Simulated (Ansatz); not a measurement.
Here is an Ansatz 0.2.0 calculation.

Contents of input.yaml:

```yaml
crystal:
  lattice:
    - [3.1059, 0.0, 0.0]
    - [-1.55295, 2.6897883016, 0.0]
    - [0.0, 0.0, 4.9464]
  atoms:
    - { symbol: Ta, position: [0.6666666667, 0.3333333333, 0.74799] }
    - { symbol: Ta, position: [0.3333333333, 0.6666666667, 0.25201] }
    - { symbol: C, position: [0.0, 0.0, 0.0] }
hamiltonian:
  xc: pbesol
  pseudopotentials: { kind: paw }
  hubbard: { sites: [{ species: Ta, l: d, u_eff: 8.0 }] }
kpoints:
  mp_grid: { grid: [10, 10, 6] }
scf:
  occupations: { method: fermi_dirac, width: 0.05 }
output:
  forces: true
  stress: true
  eigenvalues: true
relax:
  f_tol: 0.01
  max_steps: 40
  cell: { stress_tol: 0.05 }
```

Potentials or basis: Ansatz PAW.

Launch:

```bash
$ ansatz run input.yaml --threads 2 --pin off --max-ram 5632MiB --backend cpu --events-out ev --progress --plain --runs-dir out
```

Problem. Estimate the relaxed cell.

Solution. a = 3.122 Å, b = 3.122 Å, c = 4.936 Å, α = 90.00°, β = 90.00°, γ = 120.00°.

Problem. Predict the band gap on the k mesh.

Solution. None (metal or under the smearing width).

Final structure:
```cif
data_structure
_symmetry_space_group_name_H-M 'P 1'
_symmetry_Int_Tables_number 1
_cell_length_a 3.1224
_cell_length_b 3.1224
_cell_length_c 4.9364
_cell_angle_alpha 90.000
_cell_angle_beta 90.000
_cell_angle_gamma 120.000
_cell_volume 41.68
loop_
_atom_site_label
_atom_site_type_symbol
_atom_site_fract_x
_atom_site_fract_y
_atom_site_fract_z
_atom_site_occupancy
Ta1 Ta 0.66667 0.33333 0.74398 1
Ta2 Ta 0.33333 0.66667 0.25602 1
C1 C 0.00000 0.00000 0.00000 1
```

Caveat: U without spin polarisation on a metal has little footing; the U is typed as a test and isn't derived for this compound. Spin-orbit coupling is left out, which matters for the levels of Ta.
